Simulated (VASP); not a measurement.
**GaSb: single point with PBE**

The system is GaSb.

```xyz
2
Lattice="0.0000 3.0590 3.0590 3.0590 0.0000 3.0590 3.0590 3.0590 0.0000" Properties=species:S:1:pos:R:3 pbc="T T T"
Ga    0.0000    0.0000    0.0000
Sb    1.5295    1.5295    1.5295
```

- Program: VASP 6.6.1
- Task: single point
- Functional: PBE
- Potentials or basis: VASP PAW PBE potentials, release 64 (Ga_d, Sb)
- Cutoff: 520 eV
- k mesh: 4 × 4 × 4
- Occupations: gaussian, width 0.02 eV
- Spin: no spin polarisation
- Further INCAR settings: ALGO = Normal; EDIFF = 1e-07

* Pressure: 2.7 GPa
* Band gap on the k mesh: 0.03 eV, direct

Levels at points of the mesh, in eV from the valence-band top:
| k point | band 5 | band 6 | band 7 | band 8 | band 9 | band 10 | band 11 | band 12 | band 13 |
| --- | --- | --- | --- | --- | --- | --- | --- | --- | --- |
| (0.00, 0.00, 0.00) | -15.02 | -11.48 | 0.00 | 0.00 | 0.00 | 0.03 | 2.75 | 2.75 | 2.75 |
| (0.50, 0.00, 0.00) | -15.02 | -9.85 | -6.38 | -1.16 | -1.16 | 0.39 | 3.73 | 3.73 | 6.47 |
| (0.50, 0.50, 0.00) | -15.02 | -9.01 | -6.83 | -2.58 | -2.58 | 0.90 | 1.24 | 8.67 | 8.67 |

Wall time 9.9 s on 1 thread of Intel(R) Xeon(R) Platinum 8488C (Sapphire Rapids), on a shared host, peak memory 0.17 GiB.

Caveat: the k mesh is coarse (spacing up to 0.44 Å⁻¹), so the values aren't converged; spin-orbit coupling is left out, which moves the levels of the heavy elements. A k mesh can miss the band edges.
